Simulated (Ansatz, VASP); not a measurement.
# One calculation of MgO, two programs

```xyz
2
Lattice="0.0000 2.1351 2.1351 2.1351 0.0000 2.1351 2.1351 2.1351 0.0000" Properties=species:S:1:pos:R:3 pbc="T T T"
Mg    0.0000    0.3125    0.0000
O     2.1351    2.1351    2.1351
```

Change from the starting cell: all Mg atoms moved +0.312 Å, as atom 1 along Cartesian [0 1 0].

Alike in both runs: task single point; functional r2SCAN; k mesh 10 × 10 × 10; occupations gaussian, width 0.05 eV; no spin polarisation.

|  | VASP | Ansatz |
| --- | --- | --- |
| version | VASP 6.6.1 | Ansatz 0.2.0 |
| potentials or method | VASP PAW PBE potentials, release 64 (Mg, O) | scalar-relativistic, plane waves, PAW |
| plane-wave cutoff (eV) | 520 | 500 |
| valence electrons in the cell | 8 | 16 |

```tsv
	VASP	Ansatz	Ansatz less VASP
gap on the k mesh at the Fermi level (eV)	5.17	5.19	+0.023
least direct gap on the mesh (eV)	5.17	5.19	+0.023
pressure (GPa)	1.7	2.5	+0.78
largest component of the traceless stress (GPa)	22.70	22.15	-0.558
rms of the force components (eV/Å)	1.487	1.462	-0.0251
```

Atom by atom the forces differ by 0.025 eV/Å (rms over components). With one functional, cell and mesh, what is left measures potentials, basis and numerics. The two sets of potentials don't hold the same shells in valence.

Caveats: the PAW data sets were made with another functional, which shifts forces and pressure a little (VASP).
